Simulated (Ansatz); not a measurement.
# ZnS: the cost of one run

Method: DFT PBEsol, scalar-relativistic, plane waves, PAW, in Ansatz 0.2.0.

2 further runs of the same task are left out: 2 set aside as unsound or not needed.

### 1 The structure to begin with

Symmetry: P6_3mc, No. 186, hexagonal system. Conventional cell: a = 4.029 Å, b = 4.029 Å, c = 6.415 Å, α = 90.00°, β = 90.00°, γ = 120.00°. Mg (site symmetry 3m) is surrounded by 4 S at 2.45 Å. S (site symmetry 3m) has 4 Mg at 2.45 Å as nearest neighbours.

Coordinates:

```
CELL_PARAMETERS angstrom
4.02879 0.00000 0.00000
-2.01440 3.48904 0.00000
0.00000 0.00000 6.41519
ATOMIC_POSITIONS crystal
Mg 0.66667 0.33333 0.49626
Mg 0.33333 0.66667 0.99626
S 0.33333 0.66667 0.37874
S 0.66667 0.33333 0.87874
```

It goes back to an entry of the Materials Project, which need not be the stable form.

This cell was relaxed beforehand with the same method: volume 22.54 Å³/atom, gap on the mesh 3.30 eV.

### 2 Swap Mg → Zn

The start of ZnS: fractional positions of relaxed MgS, cell scaled by 0.948, a guess from tabulated radii.

### 3 Probe: one point at the start (ZnS)

input.yaml reads:

```yaml
crystal:
  lattice:
    - [3.820543535, 0.0, 0.0]
    - [-1.9102717675, 3.3086877575, 0.0]
    - [0.0, 0.0, 6.0835925024]
  atoms:
    - { symbol: Zn, position: [0.6666666667, 0.3333333333, 0.496262988] }
    - { symbol: Zn, position: [0.3333333333, 0.6666666667, 0.996262988] }
    - { symbol: S, position: [0.3333333333, 0.6666666667, 0.378736012] }
    - { symbol: S, position: [0.6666666667, 0.3333333333, 0.878736012] }
basis:
  ecutwfc: 420
kpoints:
  mp_grid: { grid: [6, 6, 4] }
hamiltonian:
  xc: pbesol
scf:
  occupations: { method: gaussian, width: 0.1 }
output:
  forces: true
  stress: true
  eigenvalues: true
```

On the command line:

```
> ansatz run input.yaml --threads 1 --pin off --max-ram 2560MiB --backend cpu --events-out ev --progress --plain --runs-dir out
```

What time and memory should one allow on 1 thread of Arm Neoverse V1, shared host?

About 3.6 s, with a peak of 0.3 GiB.
